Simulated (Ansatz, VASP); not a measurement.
Given: the input of a run of VASP 6.6.1 on BN.

The input INCAR:

```
PREC = Accurate
ENCUT = 520
EDIFF = 1E-8
ISMEAR = -1
SIGMA = 0.05
LREAL = False
LASPH = True
NELM = 60
ALGO = Normal
ISIF = 2
LWAVE = False
LCHARG = False
GGA = PE
LEPSILON = True
IBRION = 8
```

KPOINTS

```
regular mesh
0
Gamma
  13 13 13
```

File POSCAR:

```
BN
1.0
    0.0000000000      1.8130010000      1.8130010000
    1.8130010000      0.0000000000      1.8130010000
    1.8130010000      1.8130010000      0.0000000000
N B
1 1
Direct
    0.2500000000      0.2500000000      0.2500000000
    0.0000000000      0.0000000000      0.0000000000
```

Potentials or basis: VASP PAW PBE potentials, release 64 (N, B).

The run is started by

```bash
$ cat potpaw_PBE.64/N/POTCAR potpaw_PBE.64/B/POTCAR > POTCAR
$ mpirun -np 1 vasp_std > vasp.out
```

Translate it to Ansatz 0.2.0. Potentials there: Ansatz PAW.

As run (the cutoff follows the program's own potentials):

input.yaml

```yaml
crystal:
  lattice:
    - [0.0, 1.813001, 1.813001]
    - [1.813001, 0.0, 1.813001]
    - [1.813001, 1.813001, 0.0]
  atoms:
    - { symbol: "N", position: [0.25, 0.25, 0.25] }
    - { symbol: B, position: [0.0, 0.0, 0.0] }
hamiltonian:
  xc: pbe
  pseudopotentials: { kind: paw }
kpoints:
  mp_grid: { grid: [13, 13, 13] }
scf:
  occupations: { method: fixed }
output:
  eigenvalues: true
dielectric:
  method: response
```

Potentials or basis: Ansatz PAW.

The run is started by

```bash
$ ansatz run input.yaml --threads 2 --pin off --max-ram 5632MiB --backend cpu --events-out ev --progress --plain --runs-dir out
```

Both were run:

|  | VASP | Ansatz | Ansatz less VASP |
| --- | --- | --- | --- |
| gap on the k mesh at the Fermi level (eV) | 4.52 | 4.54 | +0.012 |
| least direct gap on the mesh (eV) | 8.78 | 8.79 | +0.011 |
| mean electronic dielectric constant | 4.62 | 4.62 | +0.001 |
| mean Born charge of the atom that differs most (e) | -1.91 | -1.91 | -0.003 |

Caveats: an odd mesh through Γ misses points on the zone boundary, where band edges often lie (VASP); odd divisions of the mesh miss points on the zone boundary, where band edges often lie, so the gap on the mesh can be too wide (Ansatz).
